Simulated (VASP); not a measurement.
# Cu under changes of volume

One of the cells (11.687 Å³/atom); the others are scaled copies at fixed shape and fractional positions:

```
Cu
1.0
    -1.45235    1.45235    1.38519
     1.45235   -1.45235    1.38519
     1.45235    1.45235   -1.38519
Cu
1
Cartesian
  0.0000 0.0000 0.0000
```

This isn't the form of Cu at room conditions, which is fcc.

| Item | Value |
| --- | --- |
| Program | VASP 6.6.1 |
| Functional | PBEsol |
| Potentials or basis | VASP PAW PBE potentials, release 64 (Cu) |
| Cutoff | 520 eV |
| k mesh | 13 × 13 × 13 |
| Occupations | fermi-dirac, width 0.05 eV |
| Spin | no spin polarisation |

```csv
volume (Å³/atom),energy over the lowest point (meV/atom),pressure (GPa)
10.771,?,?
11.000,6.66,6.5
11.229,0.00,2.7
11.687,1.51,-3.7
11.916,8.52,-6.3
12.146,19.09,-8.6
```

Task: What does the run at 10.771 Å³/atom give?

Result: Energy over the lowest point 19.12 meV/atom; pressure 10.8 GPa.

Worked out: A Birch-Murnaghan fit of order 3 (a polynomial in V^(-2/3)) to the other rows has its minimum at 11.42 Å³/atom with B0 = V·E''(V) = 162 GPa and B' = 5.4 at fixed shape and positions, which overstates the stiffness. It gives 19.17 meV/atom at 10.771 Å³/atom, against the run's 19.12, and -dE/dV = 11.0 GPa, against 10.8.

Energies are extrapolated to zero smearing.

Caveats: the PAW data sets were made with another functional, which shifts forces and pressure a little.
